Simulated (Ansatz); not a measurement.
Input, command and steps of an Ansatz relaxation.

```yaml
crystal:
  lattice:
    - [0.0, 2.854011124, 4.3119398915]
    - [2.045382427, 0.0, 4.3119398915]
    - [2.045382427, 2.854011124, 0.0]
  atoms:
    - { symbol: Ti, position: [0.0, 0.0, 0.0] }
    - { symbol: Ti, position: [0.25, 0.25, 0.25] }
    - { symbol: C, position: [0.5873841882, 0.5873841882, 0.4126158118] }
    - { symbol: C, position: [0.4126158118, 0.4126158118, 0.5873841882] }
    - { symbol: C, position: [0.6626158118, 0.6626158118, 0.8373841882] }
    - { symbol: C, position: [0.8373841882, 0.8373841882, 0.6626158118] }
basis:
  ecutwfc: 420
kpoints:
  mp_grid: { grid: [12, 12, 12] }
hamiltonian:
  xc: pbesol
scf:
  occupations: { method: gaussian, width: 0.1 }
output:
  forces: true
  stress: true
  eigenvalues: true
relax:
  adjacent_minimum: "off"
  f_tol: 0.01
  max_steps: 60
  cell: { stress_tol: 0.1 }
```

```bash
ansatz run input.yaml --threads 1 --pin off --max-ram 2560MiB --backend cpu --events-out ev --progress --plain --runs-dir out
```

These are results of DFT PBEsol, scalar-relativistic, plane waves, PAW in Ansatz, not measurements.

Of 6 frames 6 are shown, positions in Å and forces in eV/Å; the SCF threshold varies from step to step. Steps run on the plane waves of an earlier cell, with a Pulay correction in the pressure. The basis is chosen afresh for the last frame, the zero of the energies, and at times for earlier ones too; energy and pressure step there, also at an unchanged geometry.

```xyz
6
Lattice="0.0000 2.8540 4.3119 2.0454 0.0000 4.3119 2.0454 2.8540 0.0000" Properties=species:S:1:pos:R:3:forces:R:3 pbc="T T T" step=1 free_energy_over_end_meV_per_atom=0.51 pressure_GPa=0.24
Ti    0.0000    0.0000    0.0000    0.0000    0.0000    0.0000
Ti    1.0227    1.4270    2.1560    0.0000    0.0000    0.0000
C     2.0454    2.8540    5.0655    0.0000    0.0000    0.0507
C     2.0454    2.8540    3.5583    0.0000    0.0000   -0.0507
C     3.0681    4.2810    5.7143    0.0000    0.0000   -0.0507
C     3.0681    4.2810    7.2215    0.0000    0.0000    0.0507
6
Lattice="0.0000 2.8667 4.3004 2.0444 0.0000 4.3004 2.0444 2.8667 0.0000" Properties=species:S:1:pos:R:3:forces:R:3 pbc="T T T" step=2 free_energy_over_end_meV_per_atom=0.25 pressure_GPa=0.31
Ti    0.0000    0.0000    0.0000    0.0000    0.0000    0.0000
Ti    1.0222    1.4333    2.1502    0.0000    0.0000    0.0000
C     2.0444    2.8667    5.0543    0.0000    0.0000    0.0250
C     2.0444    2.8667    3.5465    0.0000    0.0000   -0.0250
C     3.0666    4.3000    5.6967    0.0000    0.0000   -0.0250
C     3.0666    4.3000    7.2046    0.0000    0.0000    0.0250
6
Lattice="0.0000 2.8975 4.2979 2.0381 0.0000 4.2979 2.0381 2.8975 0.0000" Properties=species:S:1:pos:R:3:forces:R:3 pbc="T T T" step=3 free_energy_over_end_meV_per_atom=0.30 pressure_GPa=-0.60
Ti    0.0000    0.0000    0.0000    0.0000    0.0000    0.0000
Ti    1.0190    1.4488    2.1490    0.0000    0.0000    0.0000
C     2.0381    2.8975    5.0548    0.0000    0.0000   -0.0452
C     2.0381    2.8975    3.5411    0.0000    0.0000    0.0452
C     3.0571    4.3463    5.6901    0.0000    0.0000    0.0452
C     3.0571    4.3463    7.2037    0.0000    0.0000   -0.0452
6
Lattice="0.0000 2.8922 4.2896 2.0401 0.0000 4.2896 2.0401 2.8922 0.0000" Properties=species:S:1:pos:R:3:forces:R:3 pbc="T T T" step=4 free_energy_over_end_meV_per_atom=0.12 pressure_GPa=0.07
Ti    0.0000    0.0000    0.0000    0.0000    0.0000    0.0000
Ti    1.0201    1.4461    2.1448    0.0000    0.0000    0.0000
C     2.0401    2.8922    5.0443    0.0000    0.0000    0.0038
C     2.0401    2.8922    3.5348    0.0000    0.0000   -0.0038
C     3.0602    4.3383    5.6796    0.0000    0.0000   -0.0038
C     3.0602    4.3383    7.1891    0.0000    0.0000    0.0038
6
Lattice="0.0000 2.8916 4.2905 2.0404 0.0000 4.2905 2.0404 2.8916 0.0000" Properties=species:S:1:pos:R:3:forces:R:3 pbc="T T T" step=5 free_energy_over_end_meV_per_atom=0.13 pressure_GPa=-0.01
Ti    0.0000    0.0000    0.0000    0.0000    0.0000    0.0000
Ti    1.0202    1.4458    2.1453    0.0000    0.0000    0.0000
C     2.0404    2.8916    5.0454    0.0000    0.0000    0.0005
C     2.0404    2.8916    3.5357    0.0000    0.0000   -0.0005
C     3.0607    4.3373    5.6809    0.0000    0.0000   -0.0005
C     3.0607    4.3373    7.1906    0.0000    0.0000    0.0005
6
Lattice="0.0000 2.8916 4.2905 2.0404 0.0000 4.2905 2.0404 2.8916 0.0000" Properties=species:S:1:pos:R:3:forces:R:3 pbc="T T T" step=6 free_energy_over_end_meV_per_atom=0.00 pressure_GPa=0.01
Ti    0.0000    0.0000    0.0000    0.0000    0.0000    0.0000
Ti    1.0202    1.4458    2.1453    0.0000    0.0000    0.0000
C     2.0404    2.8916    5.0454    0.0000    0.0000    0.0001
C     2.0404    2.8916    3.5357    0.0000    0.0000   -0.0001
C     3.0607    4.3373    5.6809    0.0000    0.0000   -0.0001
C     3.0607    4.3373    7.1906    0.0000    0.0000    0.0001
```

It took 2.3 min on 1 thread of Intel(R) Xeon(R) Platinum 8375C CPU @ 2.90GHz (Ice Lake) (shared host), peak memory 0.63 GiB.